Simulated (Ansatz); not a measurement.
**CdI2 — I-127 nuclear quadrupole resonance**

Cell: a Materials Project structure (computed, not necessarily an observed phase), taken as it stands.

Space group P-3m1 (No. 164); a = 4.2862, c = 29.1070 Å, γ = 120.00°.

| site | Wyckoff | site symmetry | x | y | z |
| --- | --- | --- | --- | --- | --- |
| Cd1 | 1a | -3m. | 0.0000 | 0.0000 | 0.0000 |
| Cd2 | 2d | 3m. | 0.6667 | 0.3333 | 0.7499 |
| Cd4 | 1b | -3m. | 0.0000 | 0.0000 | 0.5000 |
| I5 | 2c | 3m. | 0.0000 | 0.0000 | 0.3092 |
| I6 | 2d | 3m. | 0.6667 | 0.3333 | 0.4411 |
| I9 | 2d | 3m. | 0.3333 | 0.6667 | 0.8091 |
| I10 | 2d | 3m. | 0.6667 | 0.3333 | 0.9411 |

One atom of each set is listed.

Level of theory: DFT, r2SCAN, plane waves and PAW, scalar-relativistic, 500 eV cutoff, Γ-centred 8×8×1 k-points, Fermi–Dirac smearing 0.02 eV (Ansatz 0.2.0).

I-127: I = 5/2, Q = -688.2 mb (year-2017 value). Static lattice, zero field.

Problem. Predict the zero-field I-127 lines of each site.

Solution. For I = 5/2 and η = 0 the lines are 3|C_Q|/20 and twice that; η pulls their ratio below 2.

```csv
site,atoms,V_zz (10²¹ V/m²),C_Q (MHz),η,line frequencies (MHz)
I5,2,-5.56,92.5,0.00,"13.9, 27.7"
I6,2,-6.08,101,0.00,"15.2, 30.4"
I9,2,-5.57,92.7,0.00,"13.9, 27.8"
I10,2,-5.89,98.1,0.00,"14.7, 29.4"
```

An axis of threefold or higher order runs through I5, I6, I9 and I10, so V_zz lies along it and η is zero.

Without spin–orbit coupling the gradients at and beside I can be off by some per cent, at some sites by more. With these PAW files V_zz is typically within 2 to 3 % of all-electron values, but misses above 10 % occur on I.
